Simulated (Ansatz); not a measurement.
# AlN (Fm-3m): relaxing the cell for a phonon run

Aim: bring AlN (Fm-3m) to small forces and stress, as phonons need.

Main program and level: Ansatz 0.2.0; DFT LDA, scalar-relativistic, plane waves, PAW; PAW set soft_1.

This is a report of a sequence of runs, with most program output left out.

**1. The structure**

Symmetry: Fm-3m, No. 225, cubic system. The conventional cell has a = 4.069 Å, b = 4.069 Å, c = 4.069 Å, α = 90.00°, β = 90.00°, γ = 90.00°. Nearest to Al lie 6 N at 2.03 Å. Nearest to N lie 6 Al at 2.03 Å. Farther neighbours and most contacts between anions are not listed.

**2. A coarse first look**

First a cheap look: the gap decides the mesh and the occupations, the pressure tells how far the cell has to move.

Contents of input.yaml:

```yaml
crystal:
  lattice:
    - [0.0, 2.034518, 2.034518]
    - [2.034518, 0.0, 2.034518]
    - [2.034518, 2.034518, 0.0]
  atoms:
    - { symbol: Al, position: [0.5, 0.5, 0.5] }
    - { symbol: "N", position: [0.0, 0.0, 0.0] }
kpoints:
  mp_grid: { grid: [8, 8, 8] }
hamiltonian:
  xc: lda
  pseudopotentials: { kind: paw, azcp: { folder: soft_1 }, xc_functional: pbe }
scf:
  occupations: { method: gaussian, width: 0.1 }
output:
  forces: true
  stress: true
  eigenvalues: true
```

Command:

```
> ansatz run input.yaml --threads 4 --pin off --max-ram 10240MiB --backend cpu --events-out ev --progress --plain --runs-dir out
```

The job ended after 0.27 s (4 threads of Arm Neoverse V1, shared host; peak memory 0.23 GiB; 0.62 s of CPU time).

This step gave:

| Property | Result |
| --- | --- |
| pressure | -11.09 GPa |
| gap on the k-mesh | 4.289 eV |
| volume per atom | 8.421 Å³ |
| direct gap on mesh | 5.481 eV |

The coarse mesh shows a gap of 4.29 eV and a pressure of -11.1 GPa.

**3. Rough relaxation**

The start is far from rest, so a relaxation with loose tolerances brings it close first.

input.yaml, as its differences from that of step 2:

```diff
@@ -19 +19,6 @@
   eigenvalues: true
+relax:
+  adjacent_minimum: "off"
+  f_tol: 0.05
+  max_steps: 80
+  cell: { stress_tol: 0.5 }
```

The job ended after 0.81 s (4 threads; peak memory 0.25 GiB; 2.2 s of CPU time).

Step by step:

```tsv
step	energy less that of the first step (eV)	largest force component (eV/Å)	pressure (GPa)	volume (Å³)
1	0.0000	0.0000	-11.09	16.84
2	-0.0194	0.0000	-5.96	16.50
3	-0.0273	0.0000	0.40	16.11
4*	-0.0258	0.0000	0.23	16.11
```

Relaxation steps marked * repeat the geometry before them on a plane-wave basis chosen anew for their cell, so energy and pressure can jump there.

Forces are held to the 48 operations that the run works with; a distortion that breaks them can't arise in this run.

```tsv
conventional cell, symmetrised	before	after	change
a (Å)	4.069	4.009	-1.5 %
b (Å)	4.069	4.009	-1.5 %
c (Å)	4.069	4.009	-1.5 %
volume (Å³/atom)	8.42	8.05	-4.4 %
```

The relaxed structure:

```
Al N
1.0
     0.00000    2.00456    2.00456
     2.00456    0.00000    2.00456
     2.00456    2.00456    0.00000
Al N
1 1
Direct
  0.50000 0.50000 0.50000
  0.00000 0.00000 0.00000
```

This step gave:

| Property | Result |
| --- | --- |
| pressure | 0.2266 GPa |
| gap on the k-mesh | 4.719 eV |
| volume per atom | 8.055 Å³ |
| direct gap on mesh | 6.124 eV |

In this step the volume went from 8.42 to 8.05 Å³/atom.

**4. Relaxation**

The cell and atoms are relaxed, since residual forces and stress would shift the frequencies.

Contents of input.yaml:

```yaml
crystal:
  lattice:
    - [0.0, 2.0045623634, 2.0045623634]
    - [2.0045623634, 0.0, 2.0045623634]
    - [2.0045623634, 2.0045623634, 0.0]
  atoms:
    - { symbol: Al, position: [0.5, 0.5, 0.5] }
    - { symbol: "N", position: [0.0, 0.0, 0.0] }
kpoints:
  mp_grid: { grid: [10, 10, 10] }
hamiltonian:
  xc: lda
  pseudopotentials: { kind: paw, azcp: { folder: soft_1 }, xc_functional: pbe }
scf:
  occupations: { method: gaussian, width: 0.02 }
output:
  forces: true
  stress: true
  eigenvalues: true
  write_density: true
  write_potential: true
  elf: true
  volumetric_format: npy
relax:
  adjacent_minimum: "off"
  f_tol: 0.005
  max_steps: 80
  cell: { stress_tol: 0.05 }
```

Run time: 0.95 s. Hardware: 4 threads; peak memory 0.26 GiB.

Little changed from the start: no atom moved by 0.005 Å and no cell edge by 0.1 %.

Numbers from this step:

- pressure: 0.007462 GPa
- gap on the k-mesh: 4.711 eV
- volume per atom: 8.061 Å³
- direct gap on mesh: 6.113 eV

Electrostatic potential energy in the ac plane of the conventional cell at fractional y = 0.000, with atoms of Al and N within 0.2 Å of it. With pseudopotentials it is smooth inside the atoms' cores, unlike the true potential.

Ten even steps from '_' (-42 eV) to '@' (25 eV), each cell a mean:
```
__::++##++**%%@@##++**##==..
--++####**++****++++####**==
**########**++++****########
****######################**
++++**######++++**####**++++
%%**++**##++::..--**##**++##
@@%%++****--____..++##++**@@
@@##++**##==..__::++##++**%%
**++++####**==--++####**++**
++****########**########**++
############******##########
++**####**++++++++**######++
..--**##**++##%%**++**##++::
__..++##++**@@@@%%++****--__
```
Columns run along a (4.0 Å; values clipped at the 3rd and 97th percentile), rows up along c (4.0 Å), edges of the conventional cell, whose origin can differ from the input's. Atoms in or near the plane, at fractional coordinates: Al at (0.50, 0.00), Al at (0.00, 0.50), N at (0.00, 0.00), N at (0.50, 0.50).

Valence density in the ac plane of the conventional cell at fractional y = 0.000, with atoms of Al and N within 0.2 Å of it. It is the smooth field of the valence electrons, not physical close to the nuclei.

Ten even steps from '_' (0.0 e/Å³) to '@' (3.5 e/Å³), each cell a mean:
```
@@##--..____________..::++@@
**==::..______________..--++
::::..__________________..::
..________........________..
________..::--==--..________
________::==##%%**--..______
______..::**@@@@%%==..______
______..::++@@@@##--..______
________..--++**==::..______
__________..::::::..________
....________....________....
==--..________________..::--
%%**--..______________::==##
@@%%==..____________..::**@@
```
Columns run along a (4.0 Å), rows up along c (4.0 Å), edges of the conventional cell, whose origin can differ from the input's. Atoms in or near the plane, at fractional coordinates: Al at (0.50, 0.00), Al at (0.00, 0.50), N at (0.00, 0.00), N at (0.50, 0.50).

ELF in the ac plane of the conventional cell at fractional y = 0.000, with atoms of Al and N within 0.2 Å of it. It is the smooth field of the valence electrons, not physical close to the nuclei.

Ten even steps from '0' (0.02) to '9' (0.82), each cell a mean:
```
47995100027995
89973111125899
99732356533589
86323799853357
32237999985322
00269976898510
00389841699610
00279954799510
11258998997311
65335899973235
98533578632379
99853223223799
68985100026997
16996100038984
```
Columns run along a (4.0 Å), rows up along c (4.0 Å), edges of the conventional cell, whose origin can differ from the input's. Atoms in or near the plane, at fractional coordinates: Al at (0.50, 0.00), Al at (0.00, 0.50), N at (0.00, 0.00), N at (0.50, 0.50).

In this step the volume went from 8.05 to 8.06 Å³/atom.

**5. Relaxing to small forces for the phonons**

Phonons need a cell at rest on their own settings, so the relaxation is repeated with tight tolerances on forces and stress, using the mesh and the filling of the phonon run that follows.

Contents of input.yaml:

```yaml
crystal:
  lattice:
    - [0.0, 2.0050836306, 2.0050836306]
    - [2.0050836306, 0.0, 2.0050836306]
    - [2.0050836306, 2.0050836306, 0.0]
  atoms:
    - { symbol: Al, position: [0.5, 0.5, 0.5] }
    - { symbol: "N", position: [0.0, 0.0, 0.0] }
kpoints:
  mp_grid: { grid: [12, 12, 12] }
hamiltonian:
  xc: lda
  pseudopotentials: { kind: paw, azcp: { folder: soft_1 }, xc_functional: pbe }
scf:
  occupations: { method: fixed }
output:
  forces: true
  stress: true
  eigenvalues: true
relax:
  adjacent_minimum: "off"
  f_tol: 0.001
  max_steps: 60
  cell: { stress_tol: 0.01 }
```

Run time: 0.85 s. Hardware: 4 threads; peak memory 0.26 GiB.

Little changed from the start: no atom moved by 0.005 Å and no cell edge by 0.1 %.

This step gave:

```yaml
pressure: 0.006348 GPa
```

The forces vanish by symmetry and the pressure is 0.006 GPa, within the tolerances set. The cell now holds 8.06 Å³/atom.

**6. Summary of results**

| Item | Value |
| --- | --- |
| space group after relaxation (within 0.01 Å) | Fm-3m |
| lattice constant a | 4.010 Å |
| lattice constant b | 4.010 Å |
| lattice constant c | 4.010 Å |
| volume per atom | 8.06 Å³ |
| gap on the k-mesh | 4.71 eV |

The forces vanish by symmetry and the pressure is 0.006 GPa, within the tolerances set. The cell now holds 8.06 Å³/atom. The relaxation keeps the symmetry of its start, so it says nothing on stability against lower symmetry. The PAW files were made for PBE and serve the other functionals too.

[Logs are printed without paths, hosts, clocks, repeated set-up lines and the standing remarks that a program may print on its own settings, such as how far it seeks lower states.]

[Hosts, paths, dates, database ids (printed as entryN), source tags and the programs' standing remarks are cut or masked in the printed files.]
